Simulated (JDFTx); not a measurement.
Nb:

```
Nb
1.0
    -1.66395    1.66395    1.66395
     1.66395   -1.66395    1.66395
     1.66395    1.66395   -1.66395
Nb
1
Cartesian
  0.0000 0.0000 0.0000
```

```yaml
Program: JDFTx 1.7.0 (patched build)
Task: single point
Functional: PBEsol
Potentials_or_basis: PseudoDojo-SR-PBEsol-0.4.1-standard with smoothed tails
Cutoff: 1116 eV
Density_cutoff: 4463 eV
k_mesh: 11 × 11 × 11
Occupations: fermi-dirac, width 0.05 eV
Spin: no spin polarisation
```

On this cell: pressure -7.7 GPa; band gap on the k mesh none (metal or under the smearing width).

The same run follows on a disturbed copy (cell strained at random at fixed volume):

```
CELL_PARAMETERS angstrom
-1.65481 1.66189 1.66310
1.61189 -1.66978 1.62806
1.70285 1.71781 -1.67098
ATOMIC_POSITIONS crystal
Nb 0.99711 0.99235 0.00528
```

Q: What does the disturbed cell give?

A: The energy (extrapolated to zero smearing) moves by +3.3 meV/atom; pressure -7.8 GPa; band gap on the k mesh none (metal or under the smearing width).

Stress tensor (GPa, compression positive):
```
-7.39 -0.64  0.38
-0.64 -9.24  0.20
 0.38  0.20 -6.74
```
